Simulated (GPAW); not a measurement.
A run of GPAW 26.7.0:

Contents of run.py:

```python
from ase import Atoms
from ase.dft.bandgap import bandgap
from ase.io import write
from ase.units import GPa
from gpaw import GPAW, PW

atoms = Atoms(['Cd', 'Se'],
              cell=[[0.0, 3.0702711986, 3.0702711986],
                    [3.0702711986, 0.0, 3.0702711986],
                    [3.0702711986, 3.0702711986, 0.0]],
              scaled_positions=[[0.0, 0.0, 0.0],
                                [0.25, 0.25, 0.25]],
              pbc=True)

calc = GPAW(mode=PW(600),
            xc='PBE',
            kpts={'size': (8, 8, 8), 'gamma': True},
            occupations={'name': 'methfessel-paxton', 'order': 0, 'width': 0.024},
            nbands=18,
            convergence={'density': 1e-05, 'energy': 1e-05},
            maxiter=150,
            txt='gpaw.txt')
atoms.calc = calc
energy = atoms.get_potential_energy()
forces = atoms.get_forces()
stress = atoms.get_stress()
calc.write('gs.gpw')
write('result.traj', atoms)
print(f'Energy: {energy:.6f} eV')
print('Forces (eV/A):')
print(forces.round(4))
print('Stress (GPa):', (stress / GPa).round(3))
print('Fermi level:', round(calc.get_fermi_level(), 4), 'eV')
print(f'Gap: {bandgap(calc)[0]:.4f} eV, direct: {bandgap(calc, direct=True)[0]:.4f} eV')
```

Potentials or basis: GPAW PAW data sets (gpaw-data 1.2.1), pw.

Launch:

```sh
$ OMP_NUM_THREADS=1 python run.py
```

Hardware: 1 thread of Intel(R) Xeon(R) Platinum 8259CL CPU @ 2.50GHz (Skylake/Cascade Lake), with other jobs on the host.

Q: Estimate the wall time of this run.

A: Run time: 15 s on 1 thread of Intel(R) Xeon(R) Platinum 8259CL CPU @ 2.50GHz (Skylake/Cascade Lake), with other jobs on the host, peak memory 0.17 GiB. Counts: scf iterations 9, plane waves 1964, bands 18, k points 29.
